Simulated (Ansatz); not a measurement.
**Infrared modes and screening in Si (4H polytype)**

Perturbation theory with PBEsol in the PAW code Ansatz on the PBEsol cell, ground state and force constants on a 6×6×2 mesh. No spin polarisation. The prototype was imposed, so other structures may be more stable.

The symmetry is P6_3/mmc (No. 194, hexagonal); a = 3.833 Å, c = 12.592 Å in the conventional setting, 20.02 Å³ an atom. Around Si lie 4 Si at 2.35 Å; around Si lie 4 Si at 2.35–2.37 Å.

```yaml
crystal:
  lattice:
    - [3.83270, 0.00000, 0.00000]
    - [-1.91635, 3.31921, 0.00000]
    - [0.00000, 0.00000, 12.59232]
  atoms:
    - { symbol: Si, position: [0.00000, 0.00000, 0.00051] }
    - { symbol: Si, position: [0.33333, 0.66667, 0.24966] }
    - { symbol: Si, position: [0.00000, 0.00000, 0.50051] }
    - { symbol: Si, position: [0.66667, 0.33333, 0.74966] }
    - { symbol: Si, position: [0.00000, 0.00000, 0.18699] }
    - { symbol: Si, position: [0.33333, 0.66667, 0.43784] }
    - { symbol: Si, position: [0.00000, 0.00000, 0.68699] }
    - { symbol: Si, position: [0.66667, 0.33333, 0.93784] }
```

Optical modes without the longitudinal term:
```csv
ω (cm⁻¹),degeneracy,"IR intensity, summed over the level ((D/Å)²/amu)"
83,2,0.00
91,2,0.00
96,2,0.00
228,1,0.00
232,1,0.00
368,1,0.00
410,1,0.00
472,1,0.00
482,1,0.00
490,2,0.01
494,2,0.00
494,2,0.00
506,1,0.00
507,2,0.00
```

All optical modes at Γ are real, from 83 to 507 cm⁻¹ without the longitudinal term; this says nothing of other wave vectors. The long-range field leaves the highest mode where it is. By the program's warning the force constants, and with them frequencies and ε⁰, aren't converged on this mesh. Of the real levels 1 is infrared active, the strongest at 490 cm⁻¹.

The electronic dielectric tensor ε∞ is 13.30 along x and y, 14.10 along z. With the ions relaxed, ε⁰ is 13.3 along x and y, 14.1 along z. Born charges, averaged over directions: Si -0.02 to +0.02 e.

For comparison, on the r2SCAN cell the mean ε∞ is 11.88 with r2SCAN (ground state on 6×6×2; least gap 0.76 eV), 13.14 with PBE (ground state on 6×6×2; least gap 0.57 eV).
